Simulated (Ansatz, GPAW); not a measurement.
This is a calculation of V for GPAW 26.7.0 (ASE script). 

File run.py:

```python
from ase import Atoms
from ase.dft.bandgap import bandgap
from ase.io import write
from ase.units import GPa
from gpaw import GPAW, PW

atoms = Atoms(['V'],
              cell=[[2.62293114, 0.0, 0.0],
                    [-0.8743103798, 2.4729231943, 0.0],
                    [-0.8743103798, -1.2364615967, 2.1416143081]],
              scaled_positions=[[0.0, 0.0, 0.0]],
              pbc=True)
atoms.set_initial_magnetic_moments([2.0])

calc = GPAW(mode=PW(600),
            xc='PBE',
            kpts={'size': (12, 12, 12), 'gamma': True},
            occupations={'name': 'methfessel-paxton', 'order': 0, 'width': 0.02},
            nbands=15,
            convergence={'density': 1e-05, 'energy': 1e-05},
            maxiter=150,
            txt='gpaw.txt')
atoms.calc = calc
energy = atoms.get_potential_energy()
forces = atoms.get_forces()
stress = atoms.get_stress()
calc.write('gs.gpw')
write('result.traj', atoms)
print(f'Energy: {energy:.6f} eV')
print('Forces (eV/A):')
print(forces.round(4))
print('Stress (GPa):', (stress / GPa).round(3))
print('Moments:', calc.get_magnetic_moments().round(3))
print('Fermi level:', round(calc.get_fermi_level(), 4), 'eV')
print(f'Gap: {bandgap(calc)[0]:.4f} eV, direct: {bandgap(calc, direct=True)[0]:.4f} eV')
```

Potentials or basis: GPAW PAW data sets (gpaw-data 1.2.1), pw.

Command:

```console
$ OMP_NUM_THREADS=1 python run.py
```

Task: Set up the same calculation for Ansatz 0.2.0. Potentials or basis there: Ansatz PAW, cutoff 420 eV.

Result: As run (cutoffs and basis follow the program's own potentials, and thresholds, step limits or extra output files can differ):

input.yaml

```yaml
crystal:
  lattice:
    - [2.62293114, 0.0, 0.0]
    - [-0.8743103798, 2.4729231943, 0.0]
    - [-0.8743103798, -1.2364615967, 2.1416143081]
  atoms:
    - { symbol: V, position: [0.0, 0.0, 0.0], spin: 2.0 }
hamiltonian:
  xc: pbe
  pseudopotentials: { kind: paw }
magnetization:
  spin_polarized: true
kpoints:
  mp_grid: { grid: [12, 12, 12] }
scf:
  occupations: { method: gaussian, width: 0.02 }
output:
  forces: true
  stress: true
  eigenvalues: true
```

Potentials or basis: Ansatz PAW.

The run is started by

```sh
$ ansatz run input.yaml --threads 1 --pin off --max-ram 3584MiB --backend cpu --events-out ev --progress --plain --runs-dir out
```

Both were run:

|  | GPAW | Ansatz |
| --- | --- | --- |
| Pressure | -4.2 GPa | -5.2 GPa |
| Net moment | 0.11 μB per cell | -0.12 μB per cell |

Ansatz's pressure holds a Pulay term of +0.08 GPa for its cutoff of 420 eV, which the other run lacks.

Where Ansatz's input types no cutoff or centring, it takes its own default and a Γ-centred mesh.

The magnetic state is the one that the start led to; the real crystal's order can differ.

Pressure is positive in compression.
